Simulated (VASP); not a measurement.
Set up this calculation in VASP 6.6.1, as the native input.

```
Task                   : single point
Functional             : PBEsol
Potentials or basis    : VASP PAW PBE potentials, release 64 (Si)
Cutoff                 : 520 eV
k mesh                 : 15 × 15 × 4
Occupations            : fermi-dirac, width 0.1 eV
Spin                   : no spin polarisation
Dipole correction      : no
Further INCAR settings : ALGO = Normal; EDIFF = 1e-06; NBANDS = 16
```

The structure of Si lies in POSCAR:

```
Si
1.0
    2.6203995572      0.0000000000      0.0000000000
   -1.3101997786      2.2693325846      0.0000000000
    0.0000000000      0.0000000000      8.6869919420
Si
4
Direct
    0.0000000000      0.0000000000      1.0000000000
    0.0000000000      0.0000000000      0.5000000000
    0.3333333333      0.6666666667      0.2500000000
    0.6666666667      0.3333333333      0.7500000000
```

This isn't the form of Si at room conditions, which is diamond.

These files were run (other wordings do the same):

INCAR

```
SYSTEM = Si
PREC     = Accurate       ! precision mode
ENCUT    = 520            ! plane-wave cutoff, eV
EDIFF    = 1E-6           ! SCF threshold, eV
ISMEAR   = -1             ! smearing method
SIGMA    = 0.1            ! smearing width, eV
LREAL    = .FALSE.        ! projectors in reciprocal space
LASPH    = .TRUE.         ! aspherical terms in the spheres
NELM     = 100            ! most SCF steps
ALGO     = Normal         ! electronic algorithm
ISIF     = 2              ! what is computed and relaxed
LWAVE    = .FALSE.        ! write WAVECAR
LCHARG   = .TRUE.         ! write CHGCAR
GGA      = PS             ! functional
LELF     = .TRUE.         ! ELF
LVHAR    = .TRUE.       
NBANDS   = 16             ! bands
```

KPOINTS

```
regular mesh
0
G
  15 15 4
  0 0 0
```

Potentials or basis: VASP PAW PBE potentials, release 64 (Si).

Run with:

```sh
$ cat potpaw_PBE.64/Si/POTCAR > POTCAR
$ mpirun -np 1 vasp_std > vasp.out
```

Results of the run:

* Pressure: 9.3 GPa
* Band gap on the k mesh: none (metal or under the smearing width)

Caveat: the PAW data sets were made with another functional, which shifts forces and pressure a little.

Run time: 30 s on 1 thread of AMD EPYC 9R45 96-Core Processor (Zen 5), with other jobs on the host, peak memory 0.16 GiB.
